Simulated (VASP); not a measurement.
# Mo (P6_3/mmc) in VASP: settings compared, part 3 of 3

VASP 6.6.1. Earlier steps stand in the parts before.

## (5) Relaxation of cell and atoms, PBEsol

INCAR

```
SYSTEM = Mo
  PREC = Accurate
  ENCUT = 580
  EDIFF = 1E-7
  ISMEAR = 0
  SIGMA = 0.1
  LREAL = .False.
  LASPH = .True.
  NELM = 100
  ALGO = Normal
  ISIF = 3
  LWAVE = .False.
  LCHARG = .False.
  GGA = PS
  IBRION = 2
  NSW = 90
  EDIFFG = -0.005
```

KPOINTS

```
Automatic mesh
0
Gamma
  18 18 10
  0 0 0
```

POSCAR

```
Mo
1.0
    2.8046577100      0.0000000000      0.0000000000
   -1.4023288500      2.4289048200      0.0000000000
    0.0000000000      0.0000000000      4.5800060300
Mo
2
Direct
    0.3333333300      0.6666666700      0.2500000000
    0.6666666700      0.3333333300      0.7500000000
```

Potentials or basis: VASP PAW PBE potentials, release 64 (Mo).

Run with:

```console
cat potpaw_PBE.64/Mo/POTCAR > POTCAR
mpirun -np 1 vasp_std > vasp.out
```

OUTCAR:

```text
SYSTEM = Mo
   PREC = Accurate
   ENCUT = 580
   EDIFF = 1E-7
   ISMEAR = 0
   LREAL = .False.
   LASPH = .True.
   NELM = 100
   ISIF = 3
   GGA = PS
   IBRION = 2
   NSW = 90
   EDIFFG = -0.005

 ion  position               nearest neighbor table
   1  0.333  0.667  0.250-   2 2.80   2 2.80   2 2.80   2 2.80   2 2.80   2 2.80
   2  0.667  0.333  0.750-   1 2.80   1 2.80   1 2.80   1 2.80   1 2.80   1 2.80

  LATTYP: Found a hexagonal cell.
 ALAT       =     2.8046577100
 C/A-ratio  =     1.6329999963

  Lattice vectors:

 A1 = (   2.8046577100,   0.0000000000,   0.0000000000)
 A2 = (  -1.4023288500,   2.4289048200,   0.0000000000)
 A3 = (   0.0000000000,   0.0000000000,   4.5800060300)

Analysis of symmetry for initial positions (statically):
=====================================================================
 Subroutine PRICEL returns:
 Original cell was already a primitive cell.

 Routine SETGRP: Setting up the symmetry group for a
 hexagonal supercell.

 Subroutine GETGRP returns: Found 24 space group operations
 (whereof 12 operations were pure point group operations)
 out of a pool of 24 trial point group operations.

The static configuration has the point symmetry D_3d.
 The point group associated with its full space group is D_6h.

Analysis of symmetry for dynamics (positions and initial velocities):
=====================================================================
 Subroutine PRICEL returns:
 Original cell was already a primitive cell.

 Routine SETGRP: Setting up the symmetry group for a
 hexagonal supercell.

 Subroutine GETGRP returns: Found 24 space group operations
 (whereof 12 operations were pure point group operations)
 out of a pool of 24 trial point group operations.

The dynamic configuration has the point symmetry D_3d.
 The point group associated with its full space group is D_6h.

 Subroutine INISYM returns: Found 24 space group operations
 (whereof 12 operations are pure point group operations),
[... 150 lines left out ...]

  FORCE on cell =-STRESS in cart. coord.  units (eV):
  Direction    XX          YY          ZZ          XY          YZ          ZX
  --------------------------------------------------------------------------------------
  -------------------------------------------------------------------------------------
  Total       -0.8237178     -0.8237178      0.0306821     -0.0000000     -0.0000000      0.0000000
  in kB      -42.2992457    -42.2992455      1.5755759     -0.0000001     -0.0000000      0.0000000
  external PRESSURE =     -27.6743051 kB  Pullay stress =       0.0000000 kB
[... 89 lines left out ...]
  FREE ENERGIE OF THE ION-ELECTRON SYSTEM (eV)
  ---------------------------------------------------
  free  energy   TOTEN  =       -22.6405471095 eV

  energy  without entropy=      -22.6219863296  energy(sigma->0) =      -22.63126672

[... ionic steps 4 to 7 ...]

--------------------------------------- Ionic step        8  -------------------------------------------

 number of electron      12.0000002 magnetization

------------------------ aborting loop because EDIFF is reached ----------------------------------------
[... 67 lines left out ...]
--------------------------------------- Ionic step       10  -------------------------------------------

 number of electron      12.0000001 magnetization

 Free energy of the ion-electron system (eV)
  ---------------------------------------------------
  ext. energy  EPLUGINS =         0.00000000
  ---------------------------------------------------
  free energy    TOTEN  =       -22.69874454 eV

  energy without entropy =      -22.68537671  energy(sigma->0) =      -22.69206062

 E-fermi :   6.4725     XC(G=0): -13.2092

 val. band max:        6.4711635759   @ k =   0.2778   0.2778   0.1000
 cond. band min:       6.4730852803   @ k =   0.3889   0.0000   0.3000
 fundamental gap:      0.0019217044
 Fermi energy:         6.4725366549

 k-point     1 :       0.0000    0.0000    0.0000
  band No.  band energies     occupation
      1      -0.5023      2.00000
      2       1.5807      2.00000
      3       4.6573      2.00000
      4       5.7619      2.00000
      5       5.7619      2.00000
      6       6.2872      1.99122
      7       6.2872      1.99122
      8       7.1104      0.00000
      9       7.9543      0.00000
     10       7.9543      0.00000
[... 287 lines left out ...]
 k-point    24 :       0.3889    0.1111    0.0000
  band No.  band energies     occupation
      1       2.1201      2.00000
      2       2.2512      2.00000
      3       2.6292      2.00000
      4       5.2069      2.00000
      5       5.6246      2.00000
      6       5.7930      2.00000
      7       6.2155      1.99972
      8       9.8086      0.00000
      9       9.9069      0.00000
     10      10.6531      0.00000

 [... further k-points ...]

------------------------ aborting loop because EDIFF is reached ----------------------------------------

  FORCE on cell =-STRESS in cart. coord.  units (eV):
  Direction    XX          YY          ZZ          XY          YZ          ZX
  --------------------------------------------------------------------------------------
  -------------------------------------------------------------------------------------
  Total        0.0000096      0.0000096      0.0083730      0.0000000      0.0000000      0.0000000
  in kB        0.0004930      0.0004930      0.4319490      0.0000000      0.0000000      0.0000000
  external PRESSURE =       0.1443117 kB  Pullay stress =       0.0000000 kB
[... 17 lines left out ...]
  FREE ENERGIE OF THE ION-ELECTRON SYSTEM (eV)
  ---------------------------------------------------
  free  energy   TOTEN  =       -22.6987445441 eV

  energy  without entropy=      -22.6853767053  energy(sigma->0) =      -22.69206062

 reached required accuracy - stopping structural energy minimisation
```

OSZICAR:

```text
N       E                     dE             d eps       ncg     rms          rms(c)
DAV:   1     0.364627276108E+02    0.36463E+02   -0.59658E+03  4440   0.117E+03
DAV:   2    -0.208305193410E+02   -0.57293E+02   -0.54759E+02  5200   0.228E+02
[... 83 lines left out ...]
DAV:   1    -0.226988388145E+02   -0.20896E-03   -0.62883E-03  4440   0.697E-01    0.114E-01
DAV:   2    -0.226987632607E+02    0.75554E-04   -0.78344E-05  5928   0.747E-02    0.541E-02
DAV:   3    -0.226987441018E+02    0.19159E-04   -0.66498E-05  5200   0.568E-02    0.601E-03
DAV:   4    -0.226987441768E+02   -0.74998E-07   -0.10236E-06  5126   0.102E-02    0.196E-03
DAV:   5    -0.226987445078E+02   -0.33103E-06   -0.17615E-07  3160   0.277E-03    0.366E-04
DAV:   6    -0.226987445441E+02   -0.36302E-07   -0.14535E-08  2240   0.859E-04
  10 F= -.22698745E+02 E0= -.22692061E+02  d E =-.546711E-02
```

Run time: 2.5 min. Hardware: 1 thread of Intel Xeon 6975P-C (Granite Rapids), shared host; peak memory 0.24 GiB.

Results:

- Free energy: -22.6987 eV
- Relaxed volume: 15.53 Å³/atom
- Relaxed cell: a = 2.723 Å, b = 2.723 Å, c = 4.836 Å, α = 90.00°, β = 90.00°, γ = 120.00°
- Space group after relaxing (to 0.05 Å): P6_3/mmc (No. 194)
- Energy gained by relaxing: 32.9 meV/atom
- Ionic steps: 10
- Pressure after relaxing: 0.0 GPa
- Band gap on the k mesh: none (metal or under the smearing width)

Step by step:
| step | energy change (eV) | largest force (eV/Å) | pressure (GPa) | volume (Å³) |
| --- | --- | --- | --- | --- |
| 1 | 0.0000 | 0.0000 | -2.77 | 31.20 |
| 2 | 0.0046 | 0.0000 | 8.61 | 29.99 |
| 3 | -0.0075 | 0.0000 | 2.07 | 30.66 |
| 4 | -0.0252 | 0.0000 | 3.68 | 30.52 |
| 5 | -0.0456 | 0.0000 | 6.74 | 30.28 |
| 6 | -0.0546 | 0.0000 | 5.48 | 30.43 |
| 7 | -0.0603 | 0.0000 | 3.38 | 30.71 |
| 8 | -0.0633 | 0.0000 | 2.23 | 30.83 |
| 9 | -0.0656 | 0.0000 | -0.44 | 31.11 |
| 10 | -0.0657 | 0.0000 | 0.01 | 31.06 |

Final structure:
```
Mo
1.0
     2.72329    0.00000    0.00000
    -1.36164    2.35843    0.00000
     0.00000    0.00000    4.83551
Mo
2
Cartesian
  0.0000 1.5723 1.2089
  1.3616 0.7861 3.6266
```

Levels at points of the mesh, in eV from the Fermi level:
```csv
k point,band 2,band 3,band 4,band 5,band 6,band 7,band 8,band 9,band 10
"(0.00, 0.00, 0.00)",-4.89,-1.82,-0.71,-0.71,-0.19,-0.19,0.64,1.48,1.48
"(0.50, 0.00, 0.00)",-4.40,-4.26,-1.25,-0.47,-0.35,-0.22,3.81,4.65,4.92
"(0.00, 0.00, 0.50)",-5.28,-1.99,-1.99,-0.68,-0.68,-0.68,-0.68,2.81,2.81
"(0.50, 0.00, 0.50)",-4.91,-3.47,-3.47,1.26,1.26,1.88,1.88,4.80,4.80
```

Caveat: the PAW data sets were made with another functional, which shifts forces and pressure a little.

## (6) Relaxation of cell and atoms, RPBE

Changes to INCAR since step 5:

```diff
@@ -2,3 +2,3 @@
   PREC = Accurate
-  ENCUT = 580
+  ENCUT = 600
   EDIFF = 1E-7
@@ -13,3 +13,3 @@
   LCHARG = .False.
-  GGA = PS
+  GGA = RP
   IBRION = 2
```

KPOINTS is that of step 5.

POSCAR is that of step 5.

Potentials or basis: VASP PAW PBE potentials, release 64 (Mo_sv).

Run with:

```console
cat potpaw_PBE.64/Mo_sv/POTCAR > POTCAR
mpirun -np 1 vasp_std > vasp.out
```

Run time: 6.7 min. Hardware: 1 thread of Intel Xeon 6975P-C (Granite Rapids), shared host; peak memory 0.27 GiB.

It converged, with:

```yaml
Free_energy: -19.8626 eV
Relaxed_volume: 16.38 Å³/atom
Relaxed_cell: a = 2.769 Å, b = 2.769 Å, c = 4.932 Å, α = 90.00°, β = 90.00°, γ = 120.00°
Space_group_after_relaxing_to_0.05_Å: P6_3/mmc (No. 194)
Energy_gained_by_relaxing: 55.1 meV/atom
Ionic_steps: 10
Pressure_after_relaxing: 0.0 GPa
Band_gap_on_the_k_mesh: none (metal or under the smearing width)
```

Step by step:
```csv
step,energy change (eV),largest force (eV/Å),pressure (GPa),volume (Å³)
1,0.0000,0.0000,10.22,31.20
2,0.1523,0.0000,-18.18,35.91
3,-0.0443,0.0000,-0.80,32.65
4,-0.0443,0.0000,-0.50,32.60
5,-0.0704,0.0000,-0.95,32.72
6,-0.1071,0.0000,-1.31,32.89
7,-0.0173,0.0000,0.64,33.12
8,-0.1093,0.0000,-1.28,32.93
9,-0.1021,0.0000,4.30,32.18
10,-0.1101,0.0000,-0.03,32.75
```

Final structure:
```cif
data_structure
_symmetry_space_group_name_H-M 'P 1'
_symmetry_Int_Tables_number 1
_cell_length_a 2.7690
_cell_length_b 2.7690
_cell_length_c 4.9324
_cell_angle_alpha 90.000
_cell_angle_beta 90.000
_cell_angle_gamma 120.000
_cell_volume 32.75
loop_
_atom_site_label
_atom_site_type_symbol
_atom_site_fract_x
_atom_site_fract_y
_atom_site_fract_z
_atom_site_occupancy
Mo1 Mo 0.33333 0.66667 0.25000 1
Mo2 Mo 0.66667 0.33333 0.75000 1
```

Levels at points of the mesh, in eV from the Fermi level:
```
           k point  band 12  band 13  band 14  band 15  band 16  band 17
(0.00, 0.00, 0.00)    -0.63    -0.63    -0.16    -0.16     0.51     1.42
(0.50, 0.00, 0.00)    -1.18    -0.37    -0.34    -0.24     3.53     4.33
(0.00, 0.00, 0.50)    -1.89    -0.60    -0.60    -0.60    -0.60     2.63
(0.50, 0.00, 0.50)    -3.22     1.21     1.21     1.71     1.71     4.46
```

Caveat: the PAW data sets were made with another functional, which shifts forces and pressure a little.

## (7) Overview

| task | level | potentials or basis | cell | k mesh | cutoff (eV) | mesh quality | gap on the mesh (eV) | pressure (GPa) | relaxed volume (Å³/atom) |
| --- | --- | --- | --- | --- | --- | --- | --- | --- | --- |
| relaxation of cell and atoms | PBEsol | VASP PAW PBE potentials, release 64 (Mo_sv) | relaxed | 18 × 18 × 10 | 300 | not flagged | none | 0.0 | 15.62 |
| relaxation of cell and atoms | PBEsol | VASP PAW PBE potentials, release 64 (Mo_sv) | relaxed | 6 × 6 × 4 | 600 | coarse | none | 0.0 | 15.50 |
| single point | PBEsol | VASP PAW PBE potentials, release 64 (Mo_sv) | as given | 18 × 18 × 10 | 520 | not flagged | none | -1.0 | - |
| relaxation of cell and atoms | PBEsol | VASP PAW PBE potentials, release 64 (Mo) | relaxed | 18 × 18 × 10 | 580 | not flagged | none | 0.0 | 15.53 |
| relaxation of cell and atoms | RPBE | VASP PAW PBE potentials, release 64 (Mo_sv) | relaxed | 18 × 18 × 10 | 600 | not flagged | none | 0.0 | 16.38 |

Alike in all rows: no spin polarisation; smearing gaussian 0.1 eV.

Caveats: some runs use coarse meshes; the PAW data sets were made with another functional, which shifts forces and pressure a little; the cutoff is under 1.25 times the usual one of these potentials, so pressure, stress and relaxed cells hold a basis-set (Pulay) error (some runs).

Total energies depend on the potentials used, so only differences within one code and one set of settings carry meaning.
